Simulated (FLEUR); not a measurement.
# Y (P6_3/mmc) in FLEUR: notebook

Runs on Y. Level: RPBE. Tasks: band structure, equation of state.

Everything below comes from runs of FLEUR MaX-R8.1 (later development tree). Logs are shortened: lines on timing, memory, paths and dates and some standing lists are left out, and cuts for length are marked.

## (1) The crystal as given

It takes space group P6_3/mmc (No. 194, hexagonal). Conventional cell: a = 3.647 Å, b = 3.647 Å, c = 5.731 Å, α = 90.00°, β = 90.00°, γ = 120.00°. Y (site symmetry -6m2) has 12 Y at 3.56 to 3.65 Å as nearest neighbours.

## (2) Band structure, RPBE

File inp.xml:

```xml
<?xml version="1.0" encoding="UTF-8" standalone="no"?>
<fleurInput fleurInputVersion="0.39">
   <comment>
      Y                                                                                                   
   </comment>
   <calculationSetup>
      <cutoffs Kmax="4.1" Gmax="12.7" GmaxXC="12.7" numbands="0"/>
      <scfLoop itmax="60" minDistance="0.00001" maxIterBroyd="15" imix="Anderson" alpha="0.05" precondParam="0.0" spinf="2.0" sdNocoIR="T"/>
      <coreElectrons ctail="T" frcor="F" kcrel="0" coretail_lmax="0"/>
      <xcFunctional name="Rpbe" relativisticCorrections="F"/>
      <magnetism jspins="1"/>
      <soc l_soc="F" theta="0.0" phi="0.0" spav="F"/>
      <expertModes spex="0" secvar="F"/>
      <geometryOptimization l_f="F" forcealpha="1.0" forcemix="BFGS" epsdisp="0.00001" epsforce="0.00001"/>
      <ldaU l_linMix="F" mixParam="0.05" spinf="1.0"/>
   </calculationSetup>
   <cell>
      <bzIntegration valenceElectrons="22.0" mode="hist" fermiSmearingEnergy="0.00183747">
         <kPointListSelection listName="default-1"/>
         <!-- k-points included here -->
         <xi:include xmlns:xi="http://www.w3.org/2001/XInclude" href="kpts.xml"> </xi:include>
      </bzIntegration>
      <!-- symmetry operations included here -->
      <xi:include xmlns:xi="http://www.w3.org/2001/XInclude" href="sym.xml"> </xi:include>
      <bulkLattice scale="1.0">
         <bravaisMatrix>
            <row-1>    6.8925870668660396     0.0000000000000000     0.0000000000000000</row-1>
            <row-2>   -3.4462935334330198     5.9691554977712977     0.0000000000000000</row-2>
            <row-3>    0.0000000000000000     0.0000000000000000    10.8292645296327592</row-3>
         </bravaisMatrix>
      </bulkLattice>
   </cell>
   <atomSpecies>
      <species name="Yttrium (Y)" element="Y" atomicNumber="39">
         <mtSphere radius="2.66" gridPoints="879" logIncrement="0.014"/>
         <atomicCutoffs lmax="11" lnonsphr="8"/>
         <electronConfig flipSpins="F">
            <coreConfig>(1s1/2) (2s1/2) (2p1/2) (2p3/2) (3s1/2) (3p1/2) (3p3/2) (3d3/2) (3d5/2)</coreConfig>
            <valenceConfig>(4s1/2) (4p1/2) (4p3/2) (5s1/2) (4d3/2) (4d5/2)</valenceConfig>
            <stateOccupation state="(4d3/2)" spinUp="0.200000" spinDown="0.200000"/>
            <stateOccupation state="(4d5/2)" spinUp="0.300000" spinDown="0.300000"/>
         </electronConfig>
         <energyParameters s="5" p="5" d="4" f="4"/>
         <lo type="SCLO" l="0" n="4" eDeriv="0"/>
         <lo type="SCLO" l="1" n="4" eDeriv="0"/>
         <lo type="SCLO" l="1" n="4" eDeriv="1"/>
         <lo type="SCLO" l="2" n="4" eDeriv="2"/>
         <lo type="SCLO" l="3" n="4" eDeriv="2"/>
      </species>
   </atomSpecies>
   <atomGroups>
      <atomGroup species="Yttrium (Y)">
         <relPos label="                   1">-1.000/3.000 1.000/3.000 -1.000/4.000</relPos>
         <relPos label="                   2">1.000/3.000 -1.000/3.000 1.000/4.000</relPos>
         <force calculate="T" relaxXYZ="TTT"/>
      </atomGroup>
   </atomGroups>
   <output dos="F" band="F" slice="F">
      <checks vchk="F" cdinf="F"/>
      <bandDOS minEnergy="-.5*Htr" maxEnergy="0.5*Htr" sigma="0.015" storeEVData="T"/>
      <vacuumDOS vacdos="F" integ="F" star="F" nstars="0" locx1="0.0" locy1="0.0" locx2="0.0" locy2="0.0" nstm="0" tworkf="0.0"/>
      <unfoldingBand unfoldBand="F" supercellX="1" supercellY="1" supercellZ="1"/>
      <plotting iplot="0" polar="F">
         <plot TwoD="T" vec1="  1.0  0.0  0.0" vec2="  0.0  1.0  0.0" vec3="  0.0  0.0  1.0" zero="  0.0  0.0  0.0" file="plot"/>
      </plotting>
      <chargeDensitySlicing numkpt="0" minEigenval="0.0" maxEigenval="0.0" nnne="0" pallst="F"/>
      <specialOutput eonly="F"/>
      <moessbauerParams electricFieldGradient="T" isomerShift="T" coreHyperfine="T" valenceHyperfine="T"/>
      <magneticCircularDichroism mcd="F" energyLo="-10.0" energyUp="0.0"/>
   </output>
  <!-- We include the file relax.xml here to enable relaxations (see documentation) -->
  <xi:include xmlns:xi="http://www.w3.org/2001/XInclude" href="relax.xml"> <xi:fallback/> </xi:include>
</fleurInput>
```

File crystal.txt:

```
Y
&input cartesian=F /
3.6474000000  0.0000000000  0.0000000000
-1.8237000000  3.1587410578  0.0000000000
0.0000000000  0.0000000000  5.7306000000
1.8897261246
1.0 1.0 1.0

2
39 0.6666666667  0.3333333333  0.7500000000
39 0.3333333333  0.6666666667  0.2500000000

&kpt div1=8 div2=8 div3=5 gamma=T /
```

File inp.xml (bands):

```
<?xml version="1.0" encoding="UTF-8" standalone="no"?>
<fleurInput fleurInputVersion="0.39">
   <comment>
      Y                                                                                                   
   </comment>
   <calculationSetup>
      <cutoffs Kmax="4.1" Gmax="12.7" GmaxXC="12.7" numbands="0"/>
      <scfLoop itmax="60" minDistance="0.00001" maxIterBroyd="15" imix="Anderson" alpha="0.05" precondParam="0.0" spinf="2.0" sdNocoIR="T"/>
      <coreElectrons ctail="T" frcor="F" kcrel="0" coretail_lmax="0"/>
      <xcFunctional name="Rpbe" relativisticCorrections="F"/>
      <magnetism jspins="1"/>
      <soc l_soc="F" theta="0.0" phi="0.0" spav="F"/>
      <expertModes spex="0" secvar="F"/>
      <geometryOptimization l_f="F" forcealpha="1.0" forcemix="BFGS" epsdisp="0.00001" epsforce="0.00001"/>
      <ldaU l_linMix="F" mixParam="0.05" spinf="1.0"/>
   </calculationSetup>
   <cell>
      <bzIntegration valenceElectrons="22.0" mode="hist" fermiSmearingEnergy="0.00183747">
         <kPointListSelection listName="path-1"/>
         <!-- k-points included here -->
         <xi:include xmlns:xi="http://www.w3.org/2001/XInclude" href="kpts.xml"> </xi:include>
      </bzIntegration>
      <!-- symmetry operations included here -->
      <xi:include xmlns:xi="http://www.w3.org/2001/XInclude" href="sym.xml"> </xi:include>
      <bulkLattice scale="1.0">
         <bravaisMatrix>
            <row-1>    6.8925870668660396     0.0000000000000000     0.0000000000000000</row-1>
            <row-2>   -3.4462935334330198     5.9691554977712977     0.0000000000000000</row-2>
            <row-3>    0.0000000000000000     0.0000000000000000    10.8292645296327592</row-3>
         </bravaisMatrix>
      </bulkLattice>
   </cell>
   <atomSpecies>
      <species name="Yttrium (Y)" element="Y" atomicNumber="39">
         <mtSphere radius="2.66" gridPoints="879" logIncrement="0.014"/>
         <atomicCutoffs lmax="11" lnonsphr="8"/>
         <electronConfig flipSpins="F">
            <coreConfig>(1s1/2) (2s1/2) (2p1/2) (2p3/2) (3s1/2) (3p1/2) (3p3/2) (3d3/2) (3d5/2)</coreConfig>
            <valenceConfig>(4s1/2) (4p1/2) (4p3/2) (5s1/2) (4d3/2) (4d5/2)</valenceConfig>
            <stateOccupation state="(4d3/2)" spinUp="0.200000" spinDown="0.200000"/>
            <stateOccupation state="(4d5/2)" spinUp="0.300000" spinDown="0.300000"/>
         </electronConfig>
         <energyParameters s="5" p="5" d="4" f="4"/>
         <lo type="SCLO" l="0" n="4" eDeriv="0"/>
         <lo type="SCLO" l="1" n="4" eDeriv="0"/>
         <lo type="SCLO" l="1" n="4" eDeriv="1"/>
         <lo type="SCLO" l="2" n="4" eDeriv="2"/>
         <lo type="SCLO" l="3" n="4" eDeriv="2"/>
      </species>
   </atomSpecies>
   <atomGroups>
      <atomGroup species="Yttrium (Y)">
         <relPos label="                   1">-1.000/3.000 1.000/3.000 -1.000/4.000</relPos>
         <relPos label="                   2">1.000/3.000 -1.000/3.000 1.000/4.000</relPos>
         <force calculate="T" relaxXYZ="TTT"/>
      </atomGroup>
   </atomGroups>
   <output dos="F" band="T" slice="F">
      <checks vchk="F" cdinf="F"/>
      <bandDOS minEnergy="-.5*Htr" maxEnergy="0.5*Htr" sigma="0.015" storeEVData="T"/>
      <vacuumDOS vacdos="F" integ="F" star="F" nstars="0" locx1="0.0" locy1="0.0" locx2="0.0" locy2="0.0" nstm="0" tworkf="0.0"/>
      <unfoldingBand unfoldBand="F" supercellX="1" supercellY="1" supercellZ="1"/>
      <plotting iplot="0" polar="F">
         <plot TwoD="T" vec1="  1.0  0.0  0.0" vec2="  0.0  1.0  0.0" vec3="  0.0  0.0  1.0" zero="  0.0  0.0  0.0" file="plot"/>
      </plotting>
      <chargeDensitySlicing numkpt="0" minEigenval="0.0" maxEigenval="0.0" nnne="0" pallst="F"/>
      <specialOutput eonly="F"/>
      <moessbauerParams electricFieldGradient="T" isomerShift="T" coreHyperfine="T" valenceHyperfine="T"/>
      <magneticCircularDichroism mcd="F" energyLo="-10.0" energyUp="0.0"/>
   </output>
  <!-- We include the file relax.xml here to enable relaxations (see documentation) -->
  <xi:include xmlns:xi="http://www.w3.org/2001/XInclude" href="relax.xml"> <xi:fallback/> </xi:include>
</fleurInput>
```

Potentials or basis: all-electron, FLAPW.

Run with:

```console
inpgen -f crystal.txt -profile fastHighL
# inp.xml edited to the form shown
fleur_MPI
fleur_MPI   # second run, on inp.xml (bands)
```

Output:

```text
Welcome to FLEUR        (www.flapw.de)
      MaX-Release 8.1          (www.max-centre.eu)

 ========== k-point set info ==========
 Selected k-point list: default-1
 k-point list type: mesh
 8 x 8 x 5
 Number of k points: 30

 ------------Calculation Setup---------------------------
 Number of MPI-tasks      :            1
 Number of PE/node        :            1
 Number of OMP-threads    :            1
 Most efficient MPI parallelization for:
           1           2           3           5           6          10          15          30
 Additional eigenvalue parallelization possible
 Number of basis functions:          607
 Approximate size of matrices (H+S) per k-point:         0.005 GB
 --------------------------------------------------------
 Iteration:     1   Distance:       2.22127342 me/bohr^3
 Iteration:     2   Distance:       2.08858095 me/bohr^3
 Iteration:     3   Distance:       0.91067050 me/bohr^3
 Iteration:     4   Distance:       0.35677335 me/bohr^3
 Iteration:     5   Distance:       0.15487621 me/bohr^3
 Iteration:     6   Distance:       0.02471300 me/bohr^3
 Iteration:     7   Distance:       0.02028316 me/bohr^3
 Iteration:     8   Distance:       0.00194656 me/bohr^3
 Iteration:     9   Distance:       0.00060046 me/bohr^3
 Iteration:    10   Distance:       0.00030534 me/bohr^3
 Iteration:    11   Distance:       0.00003321 me/bohr^3
 Iteration:    12   Distance:       0.00002490 me/bohr^3
 Iteration:    13   Distance:       0.00000333 me/bohr^3

 ********************************************************************
 Run finished successfully
 Stop message:
   all done
 ********************************************************************
```

output (bands):

```text
Welcome to FLEUR        (www.flapw.de)
      MaX-Release 8.1          (www.max-centre.eu)

 ========== k-point set info ==========
 Selected k-point list: path-1
 k-point list type: path
 Number of k points: 60

 ------------Calculation Setup---------------------------
 Number of MPI-tasks      :            1
 Number of PE/node        :            1
 Number of OMP-threads    :            1
 Most efficient MPI parallelization for:
           1           2           3           4           5           6          10          12          15          20          30          60
 Additional eigenvalue parallelization possible
 Number of basis functions:          607
 Approximate size of matrices (H+S) per k-point:         0.005 GB
 --------------------------------------------------------
 Fermi energy correction for metals:
 Fermi energy in bands.* files may not be consistent with last density.
 Please correct it manually (e.g. in band.gnu file).

 Note: Band structure data (together with different weights) is also stored in the banddos.hdf file.
       A convenient way of extracting and plotting the data from that file is by making use of the

 ********************************************************************
 Run finished successfully
 Stop message:
   Charge density postprocessing done.
 ********************************************************************
```

out.xml (last iteration):

```text
<iteration numberForCurrentRun="   13" overallNumber="   13">
         <energyParameters units="Htr">
            <atomicEP atomType="1" spin="1" branch="5s" branchLowest="-1.24" branchHighest="2.15" value="0.2541435811"/>
            <atomicEP atomType="1" spin="1" branch="5p" branchLowest="-0.44" branchHighest="2.76" value="0.3640286528"/>
            <atomicEP atomType="1" spin="1" branch="4d" branchLowest="-5.05" branchHighest="0.81" value="0.3502446530"/>
            <atomicEP atomType="1" spin="1" branch="4f" branchLowest="-9.99" branchHighest="2.05" value="0.6060515151"/>
            <loAtomicEP atomType="1" spin="1" branch="4s" branchLowest="-13.07" branchHighest="-1.24" value="-1.2813581664"/>
            <loAtomicEP atomType="1" spin="1" branch="4p" branchLowest="-10.04" branchHighest="-0.44" value="-0.5465857597"/>
            <loAtomicEP atomType="1" spin="1" branch="4p" branchLowest="-10.04" branchHighest="-0.44" value="-0.5465857597"/>
            <loAtomicEP atomType="1" spin="1" branch="4d" branchLowest="-5.05" branchHighest="0.81" value="0.3494462555"/>
            <loAtomicEP atomType="1" spin="1" branch="4f" branchLowest="-9.99" branchHighest="2.05" value="0.6060529272"/>
         </energyParameters>
         <eigenvalues>
            <eigenvaluesAt spin="1" ikpt="1" k_x="0.00000000" k_y="0.00000000" k_z="0.00000000">
                      -1.2836064633       -1.2810011421       -0.5580670378       -0.5409304978       -0.5409304978
                      -0.5377740746       -0.5377740746       -0.5368021984        0.1132525834        0.2180567712
                       0.3121814441        0.3527688280        0.3527688280        0.3635989364        0.3753329640
                       0.3753329640        0.3918027937        0.3918027937
            </eigenvaluesAt>
            <eigenvaluesAt spin="1" ikpt="2" k_x="0.00000000" k_y="0.00000000" k_z="0.20000000">
                      -1.2833597066       -1.2812519974       -0.5561372688       -0.5406310530       -0.5406310530
                      -0.5389430700       -0.5380774615       -0.5380774615        0.1226108982        0.2097049868
                       0.3076464866        0.3486736046        0.3486736046        0.3541244985        0.3677549582
                       0.3677549582        0.4061149176        0.4061149176
            </eigenvaluesAt>
            <eigenvaluesAt spin="1" ikpt="3" k_x="0.00000000" k_y="0.00000000" k_z="0.40000000">
                      -1.2827117421       -1.2819066636       -0.5509914523       -0.5444296945       -0.5398453267
                      -0.5398453267       -0.5388701005       -0.5388701005        0.1483416447        0.1825475814
                       0.3122295448        0.3321446593        0.3474400989        0.3474400990        0.3548375834
[... 31 lines left out ...]
            <spinDependentCharge spin="1" total="78.0000000" interstitial="4.3188153" mtSpheres="73.6811847"/>
            <totalCharge value="77.9999999944"/>
         </allElectronCharges>
         <moessbauerParams unitsHFF="kG" unitsIS="e/bohr^3" unitsEFG="Htr/bohr^2">
            <coreIsomerShift atomType="1" isTotal="68087.07759">
               <shell n="1" l="0" isomerShift="60395.53359"/>
               <shell n="2" l="0" isomerShift="6477.17116"/>
               <shell n="2" l="1" isomerShift="88.65981"/>
               <shell n="3" l="0" isomerShift="1109.91106"/>
               <shell n="3" l="1" isomerShift="15.80197"/>
               <shell n="3" l="2" isomerShift="0.00000"/>
            </coreIsomerShift>
            <isomerShift atomType="1" nucleusRadius="0.0001054" averageDensity="68259.26128"/>
            <electricFieldGradient atomType="1" VXX="-0.15409" VYY="-0.15409" VZZ="0.30818" asymParam="0.00000">
            </electricFieldGradient>
         </moessbauerParams>
         <totalEnergy                                    value="    -6771.9279909302" units="Htr">
            <sumOfEigenvalues                            value="    -3999.3564516608">
               <coreElectrons value="-3989.1139530523"/>
               <valenceElectrons value="-10.2424986085"/>
            </sumOfEigenvalues>
            <densityCoulombPotentialIntegral value="-10703.2755879292"/>
            <densityEffectivePotentialIntegral value="-10987.4592906257"/>
            <chargeDenXCDenIntegral value="-219.9473091528"/>
            <FockExchangeEnergyValence value="0.0000000000"/>
            <FockExchangeEnergyCore value="0.0000000000"/>
            <atomTypeDependentContributions atomType="1">
               <electronNucleiInteractionDifferentMTs value="8149.4606199005"/>
               <MadelungTerm value="-38.9851068773"/>
            </atomTypeDependentContributions>
            <tkbTimesEntropy value="0.0014649814"/>
            <freeEnergy value="-6771.9294559116"/>
            <extrapolationTo0K value="-6771.9287234209"/>
         </totalEnergy>
         <densityConvergence units="me/bohr^3">
            <chargeDensity spin="1" distance="0.0000033331"/>
         </densityConvergence>
      </iteration>
```

Run time: 49 s. Hardware: 1 thread of Arm Neoverse V1, shared host; peak memory 0.08 GiB.

What came out:

- Free energy: -184273.5881 eV
- Band gap along the path: none (metal or under the smearing width)
- Valence electrons inside the program's atomic spheres: Y 8.84 (radii Y 2.66 bohr)

Levels at the corners of the path, in eV from the Fermi level:
```tsv
point	band 8	band 9	band 10	band 11	band 12	band 13
Γ	-22.35	-4.66	-1.81	0.75	1.85	1.85
M	-22.43	-1.64	-1.14	-0.79	-0.17	1.42
K	-22.58	-0.66	-0.66	-0.65	-0.47	1.12
Γ	-22.35	-4.66	-1.81	0.75	1.85	1.85
A	-22.42	-3.25	-3.25	0.99	0.99	1.78
L	-22.49	-1.61	-1.61	0.08	0.08	1.34
H	-22.45	-0.39	-0.39	-0.30	-0.30	0.37
A	-22.42	-3.25	-3.25	0.99	0.99	1.78
L	-22.49	-1.61	-1.61	0.08	0.08	1.34
M	-22.43	-1.64	-1.14	-0.79	-0.17	1.42
K	-22.58	-0.66	-0.66	-0.65	-0.47	1.12
H	-22.45	-0.39	-0.39	-0.30	-0.30	0.37
```

Core levels (eV from the Fermi level):
```csv
atom,levels
1 Y,"1s1/2 -16855.7, 2s1/2 -2304.4, 2p1/2 -2102.1, 2p3/2 -2025.4, 3s1/2 -363.4, 3p1/2 -289.0, 3p3/2 -277.0, 3d3/2 -146.6, 3d5/2 -144.4"
2 Y,"1s1/2 -16855.7, 2s1/2 -2304.4, 2p1/2 -2102.1, 2p3/2 -2025.4, 3s1/2 -363.4, 3p1/2 -289.0, 3p3/2 -277.0, 3d3/2 -146.6, 3d5/2 -144.4"
```

## (3) Equation of state, RPBE, 31.03 Å³/atom (volume scaled by 0.94)

inp.xml: that of step 2 with these lines changed.

```diff
@@ -24,3 +24,3 @@
       <xi:include xmlns:xi="http://www.w3.org/2001/XInclude" href="sym.xml"> </xi:include>
-      <bulkLattice scale="1.0">
+      <bulkLattice scale="0.9795861087">
          <bravaisMatrix>
```

Potentials or basis: all-electron, FLAPW.

Run with:

```console
inpgen -f crystal.txt -profile fastHighL
# inp.xml edited to the form shown
fleur_MPI
```

Run time: 38 s. Hardware: 1 thread of Arm Neoverse V1, shared host; peak memory 0.08 GiB.

It converged, with:

```yaml
Free_energy: -184273.5211 eV
Band_gap_on_the_k_mesh: none (metal or under the smearing width)
Valence_electrons_inside_the_program's_atomic_spheres: Y 8.90 (radii Y 2.66 bohr)
```

## (4) Equation of state, RPBE, 31.69 Å³/atom (volume scaled by 0.96)

inp.xml: that of step 3 with these lines changed.

```diff
@@ -24,3 +24,3 @@
       <xi:include xmlns:xi="http://www.w3.org/2001/XInclude" href="sym.xml"> </xi:include>
-      <bulkLattice scale="0.9795861087">
+      <bulkLattice scale="0.9864848297">
          <bravaisMatrix>
```

Run with:

```console
inpgen -f crystal.txt -profile fastHighL
# inp.xml edited to the form shown
fleur_MPI
```

It took 39 s on 1 thread of Arm Neoverse V1, shared host; peak memory 0.08 GiB.

Results (log left out):

- Free energy: -184273.5513 eV
- Band gap on the k mesh: none (metal or under the smearing width)
- Valence electrons inside the program's atomic spheres: Y 8.88 (radii Y 2.66 bohr)

(Part 1 of 2 ends here.)
